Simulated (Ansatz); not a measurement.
Start from LaAlO3 in the cubic perovskite structure (space group Pm-3m, No. 221).

```
CELL_PARAMETERS angstrom
      3.81241     0.00000     0.00000
      0.00000     3.81241     0.00000
      0.00000     0.00000     3.81241
ATOMIC_POSITIONS crystal
  La 0.00000 0.00000 0.00000
  Al 0.50000 0.50000 0.50000
  O  0.00000 0.50000 0.50000
  O  0.50000 0.50000 0.00000
  O  0.50000 0.00000 0.50000
```

Method: PBE (Ansatz, a first-principles code; PAW; 420 eV plane waves; scalar-relativistic without spin-orbit coupling).

For the base:

- Volume per atom: 11.08 Å³
- Band gap: 3.50 eV
- Electron mass: 0.50, 0.71 mₑ (at Γ)

It is then changed as follows: hydrostatic tension (pressure −1 GPa).

Question: What happens to the volume per atom?

Answer: The volume per atom goes up by 0.06 Å³, from 11.08 Å³ to 11.14 Å³.

Question: Predict the new band gap.

Answer: The band gap hardly moves (3.50 eV against 3.49 eV).

Question: How does this affect the electron mass?

Answer: The electron mass (degenerate bands, along [100]) goes from 0.50, 0.71 mₑ (at Γ) to 0.50, 0.72 mₑ (at Γ).

Load acts through the strain it causes; cell and atoms are relaxed under it. Effective masses come from finite differences of ±0.01 Å⁻¹. Whether these cells are dynamically stable was not tested. Many cubic perovskites are stable only at high temperature; tilts and polar distortions were not tested.
